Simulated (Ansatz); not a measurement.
# BAs (F-43m) in Ansatz: further runs, part 2 of 2

Ansatz 0.2.0. Earlier steps stand in the parts before.

## 4. Relaxation of cell and atoms, LDA

The input, input.yaml:

```yaml
crystal:
  lattice:
    - [0.0, 2.3885, 2.3885]
    - [2.3885, 0.0, 2.3885]
    - [2.3885, 2.3885, 0.0]
  atoms:
    - { symbol: As, position: [0.75, 0.75, 0.75] }
    - { symbol: B, position: [0.0, 0.0, 0.0] }
hamiltonian:
  xc: lda
  pseudopotentials: { kind: paw }
kpoints:
  mp_grid: { grid: [10, 10, 10] }
scf:
  occupations: { method: fermi_dirac, width: 0.05 }
output:
  forces: true
  stress: true
  write_density: true
  write_potential: true
  elf: true
  volumetric_format: npy
relax:
  f_tol: 0.01
  max_steps: 40
  cell: { stress_tol: 0.05 }
```

Potentials or basis: Ansatz PAW.

Run with:

```bash
$ ansatz run input.yaml --threads 2 --pin off --max-ram 5632MiB --backend cpu --events-out ev --progress --plain --runs-dir out
```

The log of the run:

```text
Warning: RAYON_NUM_THREADS=2 ignored (pool sized by the plan → 2); use --threads N
Engine: ansatz 0.2.0, x86_64-unknown-linux-gnu
Pseudopotentials: kind: paw
Pseudopotential: As, paw, valence charge 15, recommended cutoff 420 eV (normal), As.paw.azcp
Pseudopotential: B, paw, valence charge 3, recommended cutoff 420 eV (normal), B.paw.azcp
Functional definition: SPW92
  exchange = slater_x
  correlation = pw_c
Crystal: 2 atoms, lattice volume = 27.252 Å³
Basis set: ecut = 420 eV, 531 PW (Γ)
Bands: 13, of which v1, the nominal top of the filled ones, is band 9 counted from 1 (8 counted from 0)
Symmetry: 24 space group operations
Space group: F-43m (ITA 216), of the structure as read, at distance tolerance 3.0e-5 Å
k-points: 47 of 1000 (time reversal used)
Non-local potential: As, projectors of the file, l = 0: 2, l = 1: 2, l = 2: 3, l = 3: 1
Non-local potential: B, projectors of the file, l = 0: 2, l = 1: 2, l = 2: 1
PAW form: soft (Blöchl's): semilocal exchange-correlation on the pseudo side does not see the compensation charge
PAW frozen core: As, regenerated for the run's functional, and the local potential with it (the file was generated under x = pbe(κ = 0.804, μ = 0.2195149727645171), c = pbe(β = 0.06672455060314922))
PAW frozen core: B, regenerated for the run's functional, and the local potential with it (the file was generated under x = pbe(κ = 0.804, μ = 0.2195149727645171), c = pbe(β = 0.06672455060314922))
PAW one-centre angular grid: As, 590 points (default); XC on 64 Gauss nodes
PAW one-centre angular grid: B, 110 points (default); XC on 64 Gauss nodes
Initial density: superposition of atomic densities (neutral atoms: chi_scale 0, normalization atom), corrected by the library's trained network
Initial wavefunctions: pseudopotential atomic-orbital guess
Functional: x = slater, c = lda
SCF iter   1: F=—  HF=-4923.523983 eV  |F-HF|=—  |Δ(HF+E_count)|=         —  Δρ=7.16e-3  dr2=1.41e-2  ethr=1.77e-3  ⟨swp⟩=5.7  Hψ=3474  notcnv=0
preconditioner: auto → none  [insulator: Δε(μ)=1.124 eV  Ē_g=12.349 eV  σ=0.050 eV  W_gap=1.00  n_scr=8 (ndim 8)  ℏωp=20.1 eV  f_vac=0.001  D(μ)=0.00/eV (n_scr^D=0)  ε∞_Penn≈3.7]
SCF iter   2: F=—  HF=-4923.519557 eV  |F-HF|=—  |Δ(HF+E_count)|=   4.43e-3  Δρ=2.17e-3  dr2=7.68e-4  ethr=7.85e-5  ⟨swp⟩=2.0  Hψ=1201  notcnv=0
SCF iter   3: F=—  HF=-4923.519224 eV  |F-HF|=—  |Δ(HF+E_count)|=   3.34e-4  Δρ=1.06e-3  dr2=1.28e-4  ethr=4.27e-6  ⟨swp⟩=2.0  Hψ=1029  notcnv=0
SCF iter   4: F=—  HF=-4923.519199 eV  |F-HF|=—  |Δ(HF+E_count)|=   2.41e-5  Δρ=3.62e-4  dr2=1.37e-5  ethr=7.09e-7  ⟨swp⟩=1.0  Hψ=611  notcnv=0
SCF iter   5: F=—  HF=-4923.519197 eV  |F-HF|=—  |Δ(HF+E_count)|=   2.61e-6  Δρ=5.54e-5  dr2=3.44e-7  ethr=7.63e-8  ⟨swp⟩=2.0  Hψ=1011  notcnv=0
SCF iter   6: F=-4923.519197 eV  HF=-4923.519197 eV  |F-HF|=4.00e-10  |Δ(HF+E_count)|=  3.58e-10  Δρ=4.54e-6  dr2=2.02e-9  ethr=5.56e-10  ⟨swp⟩=7.0  Hψ=2835  notcnv=0
SCF 1 converged in 6 iterations: F = -4923.519197 eV  dr2 = 2.02e-9
[... 34 lines left out ...]
basis re-selected at this cell: Δ(F+E_penalty+E_count) = +5.054e-4 eV, ΔP = -0.020 GPa vs the last step (what re-selecting the basis moved, of the pressure what is left beyond the Pulay correction that the steps carried, after the strain that the cell walked since its last selection, with what the two solves' SCF thresholds leave and, on support functions, any second-order correction that the steps lacked; it is no measure of the basis error at this ecutwfc). This SCF's stress stands 2.97e-2 GPa from its target on what of the cell is left free (relax.cell.stress_tol is 5.00e-2 GPa) and its largest allowed force component is 8.04e-17 eV/Å (relax.f_tol is 1.00e-2 eV/Å): within both
SCF converged after 5 iterations
Free energy (F): -4923.528728 eV
Harris-Foulkes:  -4923.528728 eV  (|F-HF|=4.55e-12)
Internal energy: -4923.528728 eV  (E = F + TS)
E sigma→0 (E₀):  -4923.528728 eV
Entropy (-TS):   -0.000000 eV (-0.000 meV/atom)
Fermi energy:    11.833939 eV
--- Per-component energies (eV) ---
  E_band       = -209.333049
  E_kinetic    = 153.880521
  E_local      = -1677.972221  (includes V_loc(G=0)·N_el)
  E_nonlocal   = -651.911009
  E_hartree    = 932.002175
  E_xc         = -111.544826
  E_vxc        = -118.516532  (∫ρ·V_xc dr)
  E_paw        = -1827.864061  (= ΣΔE_a)
  E_vpaw       = 221.181895  (= ΣTr[D̂ρ^β])
  E_aug_tail   = 0.000006  (compensation charges beyond the density's cutoff)
  E_ewald      = -1742.240376
  E_core_change = 2.121064  (= ΣΔE_core)
  E_smearing   = -0.000000  (= −TS)
  E_closure    = 0.000000  (closes the sum)
  Σ components = -4923.528728   (vs F -4923.528728, Δ=0.00e0)
--- Forces (eV/Å), atoms counted from 1 ---
  atom   1  As     0.00000000     0.00000000     0.00000000
  atom   2  B     -0.00000000     0.00000000     0.00000000
  max |Σ_I F_I| component: 1.91e-16 eV/Å
--- Stress (GPa, compression-positive) ---
        0.029671       0.000000       0.000000
       -0.000000       0.029671      -0.000000
        0.000000       0.000000       0.029671
  P = ⅓ Tr σ = 0.0297 GPa (0.297 kbar)
--- Band table (eV; the first three rows and the last of 47) ---
  k-point 0: bands = ["-24.6421", "-24.6421", "-24.6421", "-24.6166", "-24.6166", "-4.3532", "11.2991", "11.2991", "11.2991", "14.5892", "14.5892", "14.5892", "16.3118"]
  k-point 1: bands = ["-24.6417", "-24.6412", "-24.6412", "-24.6166", "-24.6166", "-4.1853", "9.8920", "10.9883", "10.9883", "14.7773", "14.9973", "14.9973", "17.1273"]
  k-point 2: bands = ["-24.6408", "-24.6392", "-24.6392", "-24.6163", "-24.6163", "-3.6897", "7.4886", "10.3994", "10.3994", "14.6122", "15.7279", "15.7279", "18.6500"]
  k-point 46: bands = ["-24.6402", "-24.6320", "-24.6246", "-24.6202", "-24.6128", "0.0664", "3.1796", "5.7673", "6.0248", "15.8131", "16.1591", "19.2774", "19.2799"]
--- Relaxed structure (3 steps of the walk, 3 accepted, 1 SCFs on fresh bases) ---
  F+E_penalty+E_count = -4923.52872818 eV   max|allowed force component| = 8.038e-17 eV/Å   (the final SCF, on the basis selected at the relaxed cell)
  cell:  # Å, volume = 26.4871 Å³
    - [1.070028126908074e-33, 2.3659270193669046, 2.3659270193669046]
    - [2.3659270193669046, 1.9211144867776652e-33, 2.3659270193669046]
    - [2.3659270193669046, 2.3659270193669046, 1.9688835995860617e-33]
  atoms:
    - { symbol: As, position: [0.75, 0.75, 0.75] }
    - { symbol: B, position: [7.122621383889714e-34, -7.189815925247164e-34, -5.711536015383262e-34] }
```

rho_z.tsv:

```text
# z_ang	rho[e/angstrom^3]
# format = ansatz-planar-average/11
# lattice	0.000000000	2.365927019	2.365927019
# lattice	2.365927019	0.000000000	2.365927019
# lattice	2.365927019	2.365927019	0.000000000
# sites	2
# site	33	3.548890529	3.548890529	3.548890529
# site	5	-0.000000000	0.000000000	-0.000000000
0.000000	4.699448e-1
0.139414	3.882419e-1
0.278827	3.325332e-1
0.418241	2.890693e-1
0.557654	2.525625e-1
0.697068	2.224750e-1
[... 16 lines left out ...]
3.067099	8.180545e-1
3.206512	6.025164e-1
```

Wall time 3.6 s (2 threads of Intel Xeon Platinum 8375C at 2.90GHz (Ice Lake), shared host); peak memory 0.38 GiB.

What came out:

```yaml
Free_energy: -4923.5287 eV
Relaxed_volume: 13.24 Å³/atom
Relaxed_cell: a = 3.346 Å, b = 3.346 Å, c = 3.346 Å, α = 60.00°, β = 60.00°, γ = 60.00°
Space_group_after_relaxing_to_0.05_Å: F-43m (No. 216)
Energy_gained_by_relaxing: 4.8 meV/atom
Ionic_steps: 4
Pressure_after_relaxing: 0.0 GPa
Band_gap_on_the_k_mesh: 1.10 eV, indirect (least direct gap 3.29 eV)
```

The path:
```tsv
step	energy change (eV)	largest force (eV/Å)	volume (Å³)
1	0.0000	0.0000	27.25
2	-0.0092	0.0000	26.69
3	-0.0100	0.0000	26.49
4	-0.0095	0.0000	26.49
```

Final structure:
```xyz
2
Lattice="0.0000 2.3659 2.3659 2.3659 0.0000 2.3659 2.3659 2.3659 0.0000" Properties=species:S:1:pos:R:3 pbc="T T T"
As    3.5489    3.5489    3.5489
B     0.0000    0.0000    0.0000
```

Levels at points of the mesh, in eV from the valence-band top:
```
             k point  band 6  band 7  band 8  band 9  band 10  band 11  band 12  band 13
  (0.00, 0.00, 0.00)  -15.65    0.00    0.00    0.00     3.29     3.29     3.29     5.01
 (0.00, 0.00, -0.50)  -12.70   -8.95   -1.86   -1.86     2.84     4.80     4.80     8.78
(0.00, -0.50, -0.50)  -11.39   -8.57   -4.19   -4.19     1.32     1.40    11.53    11.53
```

Caveat: the plane-wave basis is chosen anew once the cell has moved, so the energies of steps on either side of that aren't comparable; the PAW data sets come from PBE, with cores solved anew for the run's functional, which leaves a small shift of forces and pressure. A k mesh can miss the band edges.

## 5. Relaxation of cell and atoms, PBEsol

Edit input.yaml of step 4 so:

```diff
@@ -9,3 +9,3 @@
 hamiltonian:
-  xc: lda
+  xc: pbesol
   pseudopotentials: { kind: paw }
@@ -18,6 +18,2 @@
   stress: true
-  write_density: true
-  write_potential: true
-  elf: true
-  volumetric_format: npy
 relax:
```

Run with:

```bash
$ ansatz run input.yaml --threads 2 --pin off --max-ram 5632MiB --backend cpu --events-out ev --progress --plain --runs-dir out
```

Run time: 3.1 s. Hardware: 2 threads of Intel Xeon Platinum 8375C at 2.90GHz (Ice Lake), shared host; peak memory 0.36 GiB.

Results (log left out):

- Free energy: -4965.7674 eV
- Relaxed volume: 13.55 Å³/atom
- Relaxed cell: a = 3.371 Å, b = 3.371 Å, c = 3.371 Å, α = 60.00°, β = 60.00°, γ = 60.00°
- Space group after relaxing (to 0.05 Å): F-43m (No. 216)
- Energy gained by relaxing: 0.2 meV/atom
- Ionic steps: 4
- Pressure after relaxing: 0.0 GPa
- Band gap on the k mesh: 1.08 eV

Step by step:
```csv
step,energy change (eV),largest force (eV/Å),volume (Å³)
1,0.0000,0.0000,27.25
2,-0.0004,0.0000,27.14
3,-0.0005,0.0000,27.10
4,-0.0004,0.0000,27.10
```

Final structure:
```yaml
crystal:
  lattice:
    - [0.00000, 2.38394, 2.38394]
    - [2.38394, 0.00000, 2.38394]
    - [2.38394, 2.38394, 0.00000]
  atoms:
    - { symbol: As, position: [0.75000, 0.75000, 0.75000] }
    - { symbol: B, position: [0.00000, 0.00000, 0.00000] }
```

Caveat: the plane-wave basis is chosen anew once the cell has moved, so the energies of steps on either side of that aren't comparable; the PAW data sets come from PBE, with cores solved anew for the run's functional, which leaves a small shift of forces and pressure.

## 6. The runs side by side

| task | level | cell | smearing | gap on the mesh (eV) | pressure (GPa) | relaxed volume (Å³/atom) |
| --- | --- | --- | --- | --- | --- | --- |
| single point | PBE | as given | gaussian 0.011 eV | 1.18 | 2.8 | - |
| relaxation of cell and atoms | PBE | relaxed | fermi-dirac 0.05 eV | 1.20 | 0.0 | 13.90 |
| relaxation of cell and atoms | LDA | relaxed | fermi-dirac 0.05 eV | 1.10 | 0.0 | 13.24 |
| relaxation of cell and atoms | PBEsol | relaxed | fermi-dirac 0.05 eV | 1.08 | 0.0 | 13.55 |

Alike in all rows: potentials or basis Ansatz PAW; no spin polarisation; k mesh 10 × 10 × 10; cutoff (eV) 420.

Caveats: the plane-wave basis is chosen anew once the cell has moved, so the energies of steps on either side of that aren't comparable (some runs); the PAW data sets come from PBE, with cores solved anew for the run's functional, which leaves a small shift of forces and pressure (some runs).

Total energies depend on the potentials used, so only differences within one code and one set of settings carry meaning.
